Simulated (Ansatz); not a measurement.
Method: DFT PBE, scalar-relativistic, plane waves, PAW in Ansatz. Settings: cutoff 420 eV, Γ-centred meshes spaced at most about 0.3 Å⁻¹, and about 0.25 Å⁻¹ or finer for metals (2π included), Gaussian smearing. No spin polarisation in the final relaxations.

All energies are static (0 K, no zero-point motion).

Compare these two cells of Al2Cu, each relaxed at this level.

A.

```
CELL_PARAMETERS angstrom
4.14095 -2.33825 0.00000
4.14095 2.33825 0.00000
0.00000 0.00000 4.57452
ATOMIC_POSITIONS crystal
Al 0.97375 0.34846 0.75000
Al 0.65154 0.02625 0.75000
Al 0.34846 0.97375 0.25000
Al 0.02625 0.65154 0.25000
Cu 0.32496 0.67504 0.75000
Cu 0.67504 0.32496 0.25000
```

B.

```
CELL_PARAMETERS angstrom
2.79517 0.00000 0.00000
-1.39758 2.42069 0.00000
0.00000 0.00000 13.04964
ATOMIC_POSITIONS crystal
Al 0.33333 0.66667 0.50000
Al 0.66667 0.33333 0.00000
Al 0.66667 0.33333 0.31476
Al 0.66667 0.33333 0.68524
Cu 0.33333 0.66667 0.84454
Cu 0.33333 0.66667 0.15546
```

Question: Which arrangement of the elements on these sites is preferred, and by what margin?

Answer: B is lower, by 24 meV/atom. The two share one framework of sites and differ in which element sits where. A has Al and Cu ordered on hcp sites, space group Cmcm (No. 63), 14.8 Å³/atom and no gap on its mesh; B has Al and Cu ordered on hcp sites, space group P-6m2 (No. 187), 14.7 Å³/atom and no gap. Counting all near atoms (those within 1.25 times the shortest distance at each site), A and B both have Al 12, Cu 12. In A, Al is surrounded by 5 Cu at 2.64–2.81 Å and 7 Al at 2.67–2.88 Å; Cu is surrounded by 10 Al at 2.64–2.81 Å and 2 Cu at 2.81 Å. In B, Al on a site of symmetry -6m2 has 12 Al at 2.80–2.91 Å; Al on a second site of symmetry -6m2 is surrounded by 6 Cu at 2.59 Å and 6 Al at 2.80 Å; around Cu lie 6 Al at 2.59–2.63 Å and 6 Cu at 2.80 Å; 1 more site not described. Both come from invented guesses. The part of the Crystallography Open Database at hand lists Al2Cu in space group No. 140, which no cell shown has.

Cells relaxed within their symmetry can be saddle points.
